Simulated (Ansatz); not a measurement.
LiH, CsCl type was relaxed with 5 functionals in Ansatz, cell and atoms free, the symmetry of the start kept (meshes: PBE 12×12×12, r2SCAN 10×10×10, PBEsol 10×10×10, LDA 10×10×10, HSE06 6×6×6). All values are calculated for a non-magnetic cell, which may be hypothetical.

The r2SCAN result:
```xyz
2
Lattice="2.5017 0.0000 0.0000 0.0000 2.5017 0.0000 0.0000 0.0000 2.5017" Properties=species:S:1:pos:R:3 pbc="T T T"
Li    0.0000    0.0000    0.0000
H     1.2508    1.2508    1.2508
```

It is cubic, Pm-3m (No. 221); conventional cell a = 2.502 Å, 7.83 Å³ an atom. Around Li lie 8 H at 2.17 Å; around H lie 8 Li at 2.17 Å.

Q: How does the cell change with HSE06?

A: a = 2.497 Å; the volume differs by -0.5 % from r2SCAN's. Li has 8 H at 2.16 Å; H has 8 Li at 2.16 Å.

Q: What lattice does LDA give?

A: a = 2.447 Å; the volume differs by -6.4 % from r2SCAN's. Li has 8 H at 2.12 Å; H has 8 Li at 2.12 Å.

Q: Held at the r2SCAN cell, what mean stress do LDA and PBE find, and does its sign point to their own minimum?

A: Yes. LDA -2.36 GPa, and its relaxed volume is -6.4 % from r2SCAN's; PBE +0.23 GPa, and its relaxed volume is +0.5 % from r2SCAN's. Compression counts positive, so a positive stress asks for a larger cell.
